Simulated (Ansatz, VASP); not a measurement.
## Two plane-wave programs on CuO

```
CELL_PARAMETERS angstrom
4.16094 0.00000 0.00000
0.00000 4.16094 0.00000
0.00000 0.00000 3.88764
ATOMIC_POSITIONS crystal
Cu 0.50000 0.00000 0.50000
Cu 0.00000 0.50000 0.50000
Cu 0.00000 0.00000 0.00000
O 0.00000 0.00000 0.50000
O 0.50000 0.00000 0.00000
O 0.00000 0.50000 0.00000
```

Measurements of this composition are mostly on another form, of space group No. 15.

Alike in both runs: task single point; functional PBE; k mesh 7 × 7 × 7; occupations fermi-dirac, width 0.05 eV; no spin polarisation.

|  | VASP | Ansatz |
| --- | --- | --- |
| version | VASP 6.6.1 | Ansatz 0.2.0 |
| potentials or method | VASP PAW PBE potentials, release 64 (Cu, O) | Ansatz PAW |
| plane-wave cutoff (eV) | 520 | 420 |
| valence electrons in the cell | 51 | 75 |

VASP gave:

* gap on the k mesh at the Fermi level (eV): none
* pressure (GPa): 2.3
* largest component of the traceless stress (GPa): 0.10

Which values does Ansatz return?

gap on the k mesh at the Fermi level (eV): none; pressure (GPa): 1.8; largest component of the traceless stress (GPa): 0.68.

A gap of «none» marks a metal or a gap that the smearing closes. The two sets of potentials don't hold the same shells in valence.

Caveats: an odd number of electrons without spin polarisation forces a metal; a magnetic or distorted state may lie lower; the run has no spin polarisation, though such a crystal can be magnetic; semilocal functionals often make such compounds metallic where correlation or magnetic order opens a gap, which also shifts bond lengths; the pressure holds a Pulay correction of +0.7 GPa for the finite cutoff (Ansatz).
